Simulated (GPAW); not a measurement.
# TiB2 in GPAW: the effect of strain hydrostatic

TiB2:

```
CELL_PARAMETERS angstrom
2.90803 0.00000 0.00000
-1.45402 2.51843 0.00000
0.00000 0.00000 3.09926
ATOMIC_POSITIONS crystal
Ti 0.00000 0.00000 0.00000
B 0.66667 0.33333 0.50000
B 0.33333 0.66667 0.50000
```

Alike in all runs:

| Property | Result |
| --- | --- |
| Program | GPAW 26.7.0 |
| Task | single point |
| Functional | PBEsol |
| Potentials or basis | PAW data sets generated in the run's folder for this functional |
| Cutoff | 800 eV |
| Basis | pw |
| k mesh | 10 × 10 × 8 |
| Occupations | fermi-dirac, width 0.05 eV |
| Spin | no spin polarisation |
| Maxiter | 150 |

Task: One run gave: pressure -4.6 GPa. Which strain hydrostatic did it use?
A. -0.01
B. 0.01
C. 0.04
D. 0
E. -0.04

Result: D.

| strain hydrostatic | pressure (GPa) |
| --- | --- |
| -0.04 | 34.4 |
| -0.02 | 12.5 |
| -0.01 | 3.4 |
| 0 | -4.6 |
| 0.01 | -11.6 |
| 0.02 | -17.8 |
| 0.04 | -27.9 |

Caveats: the density grid can change from cell to cell, which puts small steps into energies and stress.

Runs at the PBE level aren't shown here.
